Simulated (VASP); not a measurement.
Here is a VASP 6.6.1 calculation.

POSCAR

```
Ga
1.0
   -1.3843987196      1.3843987196      2.3112238365
    1.3843987196     -1.3843987196      2.3112238365
    1.3843987196      1.3843987196     -2.3112238365
Ga
1
Direct
    0.0000000000      0.0000000000      0.0000000000
```

The input INCAR.step1:

```
SYSTEM = Ga
PREC = Accurate ; ENCUT = 520
EDIFF = 1E-5 ; ISMEAR = -1
SIGMA = 0.05 ; LREAL = .FALSE.
LASPH = .TRUE. ; NELM = 80
ALGO = Normal ; ISIF = 2
LWAVE = .TRUE. ; LCHARG = .FALSE.
NBANDS = 12 ; GGA = PE
```

The input INCAR.step2:

```
SYSTEM = Ga
PREC = Accurate ; ENCUT = 520
EDIFF = 1E-6 ; ISMEAR = -1
SIGMA = 0.05 ; LREAL = .FALSE.
LASPH = .TRUE. ; NELM = 80
ALGO = Normal ; ISIF = 2
LWAVE = .FALSE. ; LCHARG = .FALSE.
METAGGA = MBJ ; NBANDS = 12
ISTART = 1
```

KPOINTS

```
Automatic mesh
0
G
  13 13 13
  0 0 0
```

File KPOINTS_OPT:

```
path GXYSGZS1NPY1Z,XP
20
line-mode
reciprocal
 0.0000000000  0.0000000000  0.0000000000  G
 0.0000000000  0.0000000000  0.5000000000  X

 0.0000000000  0.0000000000  0.5000000000  X
-0.1793941871  0.1793941871  0.5000000000  Y

-0.1793941871  0.1793941871  0.5000000000  Y
-0.3396970935  0.3396970935  0.3396970935  S

-0.3396970935  0.3396970935  0.3396970935  S
 0.0000000000  0.0000000000  0.0000000000  G

 0.0000000000  0.0000000000  0.0000000000  G
 0.5000000000  0.5000000000 -0.5000000000  Z

 0.5000000000  0.5000000000 -0.5000000000  Z
 0.3396970935  0.6603029065 -0.3396970935  S1

 0.3396970935  0.6603029065 -0.3396970935  S1
 0.0000000000  0.5000000000  0.0000000000  N

 0.0000000000  0.5000000000  0.0000000000  N
 0.2500000000  0.2500000000  0.2500000000  P

 0.2500000000  0.2500000000  0.2500000000  P
 0.5000000000  0.5000000000 -0.1793941871  Y1

 0.5000000000  0.5000000000 -0.1793941871  Y1
 0.5000000000  0.5000000000 -0.5000000000  Z

 0.0000000000  0.0000000000  0.5000000000  X
 0.2500000000  0.2500000000  0.2500000000  P
```

Potentials or basis: VASP PAW PBE potentials, release 64 (Ga_d).

Command:

```console
$ cat potpaw_PBE.64/Ga_d/POTCAR > POTCAR
$ cp INCAR.step1 INCAR
$ mpirun -np 1 vasp_std > vasp.out
$ cp INCAR.step2 INCAR
$ mpirun -np 1 vasp_std > vasp.out
```

Problem. Predict the band gap along the path.

Solution. None (metal or under the smearing width).

Levels at the corners of the path, in eV from the Fermi level:
```tsv
point	band 4	band 5	band 6	band 7	band 8	band 9	band 10	band 11
Γ	-15.63	-15.47	-11.47	13.14	13.25	13.25	15.83	16.21
X	-15.47	-15.34	-2.01	-0.75	3.79	5.21	7.98	7.99
X	-15.47	-15.34	-2.01	-0.75	3.79	5.21	7.98	7.99
Y	-15.52	-15.48	-1.18	-0.52	0.51	1.38	14.40	14.87
Y	-15.52	-15.48	-1.18	-0.52	0.51	1.38	14.40	14.87
S	-15.52	-15.47	-2.94	-1.64	-1.51	9.48	12.36	23.30
S	-15.52	-15.47	-2.94	-1.64	-1.51	9.48	12.36	23.30
Γ	-15.63	-15.47	-11.47	13.14	13.25	13.25	15.83	16.21
Γ	-15.63	-15.47	-11.47	13.14	13.25	13.25	15.83	16.21
Z	-15.44	-15.42	-4.39	-3.93	7.27	7.27	10.11	11.45
Z	-15.44	-15.42	-4.39	-3.93	7.27	7.27	10.11	11.45
S1	-15.52	-15.47	-2.94	-1.64	-1.51	9.48	12.36	23.30
S1	-15.52	-15.47	-2.94	-1.64	-1.51	9.48	12.36	23.30
N	-15.47	-15.43	-4.80	-4.23	8.04	11.83	12.80	15.66
N	-15.47	-15.43	-4.80	-4.23	8.04	11.83	12.80	15.66
P	-15.52	-15.34	-0.07	-0.07	-0.07	2.34	13.86	14.89
P	-15.52	-15.34	-0.07	-0.07	-0.07	2.34	13.86	14.89
Y1	-15.52	-15.48	-1.18	-0.52	0.51	1.38	14.40	14.87
Y1	-15.52	-15.48	-1.18	-0.52	0.51	1.38	14.40	14.87
Z	-15.44	-15.42	-4.39	-3.93	7.27	7.27	10.11	11.45
X	-15.47	-15.34	-2.01	-0.75	3.79	5.21	7.98	7.99
P	-15.52	-15.34	-0.07	-0.07	-0.07	2.34	13.86	14.89
```
